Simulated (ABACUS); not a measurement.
The system is Li.

```xyz
1
Lattice="1.7547 1.7547 1.7547 -1.7547 1.7547 1.7547 -1.7547 -1.7547 1.7547" Properties=species:S:1:pos:R:3 pbc="T T T"
Li    0.0000    0.0000    0.0000
```

- Program: ABACUS 3.10.1
- Task: relaxation of cell and atoms
- Functional: WC
- Potentials or basis: Ansatz NC PBE
- Cutoff: 1034 eV
- Density cutoff: 4136 eV
- Basis: plane waves
- k mesh: 9 × 9 × 9
- Occupations: fermi-dirac, width 0.05 eV
- Spin: no spin polarisation

At the start: pressure -0.6 GPa; volume 21.61 Å³/atom.

Problem. How do energy, volume and symmetry change on relaxing?

Solution. Over 3 steps the energy falls by 2.1 meV/atom and the volume is 20.57 Å³/atom (-4.8 %); space group Im-3m (No. 229, to 0.05 Å).

Step by step:
```
step  energy change (eV)  largest force (eV/Å)  pressure (GPa)  volume (Å³)
   1              0.0000                0.0000           -0.62        21.61
   2             -0.0009                0.0000           -0.47        21.34
   3             -0.0021                0.0000           -0.01        20.57
```

Final structure:
```cif
data_structure
_symmetry_space_group_name_H-M 'P 1'
_symmetry_Int_Tables_number 1
_cell_length_a 2.9898
_cell_length_b 2.9898
_cell_length_c 2.9898
_cell_angle_alpha 70.529
_cell_angle_beta 109.471
_cell_angle_gamma 70.529
_cell_volume 20.57
loop_
_atom_site_label
_atom_site_type_symbol
_atom_site_fract_x
_atom_site_fract_y
_atom_site_fract_z
_atom_site_occupancy
Li1 Li 0.00000 0.00000 0.00000 1
```

Caveat: the potentials were made for another functional, which shifts forces and pressure.
